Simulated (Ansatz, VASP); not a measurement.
## CaO in VASP and in Ansatz

Contents of POSCAR:

```
CaO
1.0
    2.3397942004      2.3397942004      0.0000000000
   -2.3397942004      2.3397942004      0.0000000000
    0.0000000000      2.3397942004      2.3397942004
Ca O
1 1
Direct
    0.0000000000      0.0000000000      0.0000000000
    0.5000000000      0.5000000000      0.0000000000
```

INCAR.step1

```
SYSTEM = CaO
  ALGO = Normal
  EDIFF = 1E-4
  ENCUT = 520
  GGA = PE
  ISMEAR = 0
  LASPH = .True.
  LCHARG = .False.
  LREAL = .False.
  LWAVE = .True.
  NBANDS = 15
  NELM = 80
  PREC = Accurate
  SIGMA = 0.01
```

The input INCAR.step2:

```
SYSTEM = CaO
  ALGO = Normal
  EDIFF = 1E-6
  ENCUT = 520
  ISIF = 2
  ISMEAR = 0
  ISTART = 1
  LASPH = .True.
  LCHARG = .True.
  LELF = .True.
  LMIXTAU = .True.
  LREAL = .False.
  LVHAR = .True.
  LWAVE = .False.
  METAGGA = R2SCAN
  NBANDS = 15
  NELM = 80
  PREC = Accurate
  SIGMA = 0.01
```

KPOINTS

```
k-points
0
Gamma
  8 8 8
  0 0 0
```

Input for Ansatz:

```yaml
crystal:
  lattice:
    - [2.33979420036, 2.33979420036, 0.0]
    - [-2.33979420036, 2.33979420036, 0.0]
    - [0.0, 2.33979420036, 2.33979420036]
  atoms:
    - { symbol: Ca, position: [0.0, 0.0, 0.0] }
    - { symbol: O, position: [0.5, 0.5, 0.0] }
kpoints:
  mp_grid: { grid: [8, 8, 8] }
scf:
  occupations: { method: fixed }
  convergence: { dr2_threshold: 1.0e-10 }
hamiltonian:
  xc: r2scan
  pseudopotentials: { kind: paw }
output:
  forces: true
  stress: true
  eigenstates:
    kpoints:
      - [0.0, 0.0, 0.0]
      - [-0.5, 0.5, 0.0]
      - [-0.5, -0.5, -0.5]
      - [0.0, 0.0, -0.5]
      - [0.0, -0.5, -0.5]
      - [0.0, 0.5, 0.0]
      - [-0.5, 0.0, 0.0]
      - [-0.5, 0.0, -0.5]
  eigenvalues: true
```

Alike in both runs: task single point; functional r2SCAN; k mesh 8 × 8 × 8; no spin polarisation.

|  | VASP | Ansatz |
| --- | --- | --- |
| version | VASP 6.6.1 | Ansatz 0.2.0 |
| potentials or method | VASP PAW PBE potentials, release 64 (Ca_sv, O) | PAW with Ansatz's default frozen-core files, scalar-relativistic |
| plane-wave cutoff (eV) | 520 | 500 |
| occupations | gaussian, width 0.01 eV | fixed |
| valence electrons in the cell | 16 | 16 |

```csv
,VASP,Ansatz,Ansatz less VASP
gap on the k mesh at the Fermi level (eV),4.15,4.17,+0.017
pressure (GPa),11.5,10.0,-1.45
```

Caveats: the PAW data sets were made with another functional, which shifts forces and pressure a little (VASP). r2SCAN opens gaps a little over a GGA but as a rule still falls short of measured ones. A k mesh can miss the band edges.
